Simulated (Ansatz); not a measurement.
Crystal: InPd.

```
In Pd
1.0
     3.27188    0.00000    0.00000
     0.00000    3.27188    0.00000
     0.00000    0.00000    3.27188
In Pd
1 1
Direct
  0.00000 0.00000 0.00000
  0.50000 0.50000 0.50000
```

The cell comes from a database or a generator and needn't be the stable form of this composition.

| Quantity | Value |
| --- | --- |
| Program | Ansatz 0.2.0 |
| Task | relaxation of cell and atoms |
| Functional | PBEsol |
| Dispersion | D3(BJ) |
| Potentials or basis | Ansatz PAW |
| Cutoff | 420 eV (not typed: the program's choice for these potentials) |
| k mesh | 8 × 8 × 8 |
| Occupations | fermi-dirac, width 0.05 eV |
| Spin | no spin polarisation |

At the start: volume 17.51 Å³/atom.

Task: How do energy, volume and symmetry change on relaxing?

Result: It ends after 4 steps and the volume is 16.50 Å³/atom (-5.8 %); space group Pm-3m (No. 221, to 0.05 Å).

Step by step:
```tsv
step	energy change (eV)	largest force (eV/Å)	volume (Å³)
1	0.0000	0.0000	35.03
2	-0.0522	0.0000	33.37
3	-0.0543	0.0000	33.01
4	-0.0534	0.0000	33.01
```

Final structure:
```
In Pd
1.0
     3.20775    0.00000    0.00000
     0.00000    3.20775    0.00000
     0.00000    0.00000    3.20775
In Pd
1 1
Direct
  0.00000 0.00000 0.00000
  0.50000 0.50000 0.50000
```

Caveat: the plane-wave basis is chosen anew once the cell has moved, so the energies of steps on either side of that aren't comparable; pairwise dispersion overbinds metals, which lowers pressure and volume; the PAW data sets come from PBE, with cores solved anew for the run's functional, which leaves a small shift of forces and pressure.
